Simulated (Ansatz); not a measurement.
Set up this calculation in Ansatz 0.2.0, as the native input.

```yaml
Task: single point
Functional: PBE
Potentials_or_basis: Ansatz PAW
Cutoff: "420 eV (not typed: the program's choice for these potentials)"
k_mesh: 10 × 10 × 10
Occupations: gaussian, width 0.021 eV
Spin: no spin polarisation
```

Sb:

```
Sb
1.0
     0.00000    2.37124    2.37124
     2.37124    0.00000    2.37124
     2.37124    2.37124    0.00000
Sb
1
Direct
  0.00000 0.00000 0.00000
```

This isn't the form of Sb at room conditions, which is rhombohedral.

One way to write it, as run:

input.yaml

```yaml
crystal:
  lattice:
    - [0.0, 2.3712425216, 2.3712425216]
    - [2.3712425216, 0.0, 2.3712425216]
    - [2.3712425216, 2.3712425216, 0.0]
  atoms:
    - { symbol: Sb, position: [0.0, 0.0, 0.0] }
hamiltonian:
  xc: pbe
  pseudopotentials: { kind: paw }
kpoints:
  mp_grid: { grid: [10, 10, 10] }
scf:
  occupations: { method: gaussian, width: 0.021 }
output:
  forces: true
  stress: true
  eigenvalues: true
  write_density: true
  write_potential: true
  elf: true
  volumetric_format: npy
```

Potentials or basis: Ansatz PAW.

The run is started by

```console
$ ansatz run input.yaml --threads 2 --pin off --max-ram 5632MiB --backend cpu --events-out ev --progress --plain --runs-dir out
```

It gave:

The pressure is 2.0 GPa. The band gap on the k mesh is none (metal or under the smearing width).

It took 0.7 s on 2 threads of Intel(R) Xeon(R) 6975P-C (Granite Rapids), with other jobs on the host, peak memory 0.34 GiB.
